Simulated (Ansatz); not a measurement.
# Se: response to strain

Aim: deform Se (zz strain of -1 %) and compute stress, forces and field gradients with LAPW, PAW and all-electron datasets made for the crystal.

Program: Ansatz 0.2.0. Level of theory: DFT PBEsol, scalar-relativistic. These are calculated values, not measurements.

**1. Starting point**

It takes space group R-3 (No. 148, trigonal). Conventional cell: a = 11.362 Å, b = 11.362 Å, c = 4.429 Å, α = 90.00°, β = 90.00°, γ = 120.00°. Around Se (site symmetry 1) lie 2 Se at 2.36 Å.

Coordinates:

```cif
data_structure
_symmetry_space_group_name_H-M 'P 1'
_symmetry_Int_Tables_number 1
_cell_length_a 6.7239
_cell_length_b 6.7239
_cell_length_c 6.7239
_cell_angle_alpha 115.321
_cell_angle_beta 115.321
_cell_angle_gamma 115.321
_cell_volume 165.05
loop_
_atom_site_label
_atom_site_type_symbol
_atom_site_fract_x
_atom_site_fract_y
_atom_site_fract_z
_atom_site_occupancy
Se1 Se 0.28066 0.16251 0.91818 1
Se2 Se 0.91818 0.28066 0.16251 1
Se3 Se 0.16251 0.91818 0.28066 1
Se4 Se 0.71934 0.83749 0.08182 1
Se5 Se 0.08182 0.71934 0.83749 1
Se6 Se 0.83749 0.08182 0.71934 1
```

Atoms are numbered in the order of the input: Se1, Se2, Se3, Se4, Se5, Se6.

**2. After the deformation**

Space group R-3 before, R-3 after.

**3. Full-potential LAPW**

Input file input.yaml:

```yaml
crystal:
  lattice:
    - [5.6809998619, 3.2799267995, 1.4615667]
    - [-5.6809998619, 3.2799267995, 1.4615667]
    - [0.0, -6.5598535991, 1.4615667]
  atoms:
    - { symbol: Se, position: [0.28066, 0.16251, 0.91818] }
    - { symbol: Se, position: [0.91818, 0.28066, 0.16251] }
    - { symbol: Se, position: [0.16251, 0.91818, 0.28066] }
    - { symbol: Se, position: [0.71934, 0.83749, 0.08182] }
    - { symbol: Se, position: [0.08182, 0.71934, 0.83749] }
    - { symbol: Se, position: [0.83749, 0.08182, 0.71934] }
kpoints:
  mp_grid: { grid: [6, 6, 6] }
  band_path:
    path:
      - [0.0, 0.0, 0.0]
      - [0.5, 0.0, 0.0]
      - [0.5, -0.5, 0.5]
      - [0.1997613116, -0.8002386884, 0.1997613116]
      - [0.1997613116, 0.1997613116, 0.1997613116]
      - [0.0, 0.0, 0.0]
      - [0.5, -0.5, 0.0]
    npoints: 5
scf:
  occupations: { method: fermi_dirac, width: 0.01 }
hamiltonian:
  xc: pbesol
  pseudopotentials: { kind: all_electron, lapw: { basis_error: 0.001 } }
output:
  forces: true
  stress: true
  eigenvalues: true
```

Launch:

```bash
$ ansatz run input.yaml --threads 2 --pin off --max-ram 8192MiB --backend cpu --events-out ev --progress --plain --runs-dir out
```

**4. PAW with frozen cores**

input.yaml: that of step 3 with these lines changed.

```diff
@@ -14,12 +14,2 @@
   mp_grid: { grid: [6, 6, 6] }
-  band_path:
-    path:
-      - [0.0, 0.0, 0.0]
-      - [0.5, 0.0, 0.0]
-      - [0.5, -0.5, 0.5]
-      - [0.1997613116, -0.8002386884, 0.1997613116]
-      - [0.1997613116, 0.1997613116, 0.1997613116]
-      - [0.0, 0.0, 0.0]
-      - [0.5, -0.5, 0.0]
-    npoints: 5
 scf:
@@ -28,3 +18,3 @@
   xc: pbesol
-  pseudopotentials: { kind: all_electron, lapw: { basis_error: 0.001 } }
+  pseudopotentials: { kind: paw }
 output:
@@ -33 +23,6 @@
   eigenvalues: true
+  efg: { contact_densities: true }
+  write_density: true
+  write_potential: true
+  elf: true
+  volumetric_format: npy
```

**5. Datasets made for this crystal**

input.yaml: that of step 4 with these lines changed.

```diff
@@ -18,3 +18,3 @@
   xc: pbesol
-  pseudopotentials: { kind: paw }
+  pseudopotentials: { kind: all_electron, datasets: crystal }
 output:
@@ -24,5 +24 @@
   efg: { contact_densities: true }
-  write_density: true
-  write_potential: true
-  elf: true
-  volumetric_format: npy
```

(Steps that only read results are left out.)

**Question.** What will these runs give? Wanted: pressure; largest shear or deviatoric stress.

The runs gave:

| quantity | value |
| --- | --- |
| pressure | LAPW 0.44, PAW 0.44, crystal datasets 0.43 GPa |
| largest shear or deviatoric stress (LAPW) | 0.15 GPa |

In words: The largest part of the stress beyond the pressure is 0.15 GPa in size, in the zz component; the atoms are carried along and not relaxed. No run of the undeformed cell stands beside it, so the pressure holds what the given cell had before the change. PAW: stress within 0.01 GPa of LAPW, forces within 4 meV/Å. Crystal datasets: stress within 0.01 GPa of LAPW, forces within 1 meV/Å.
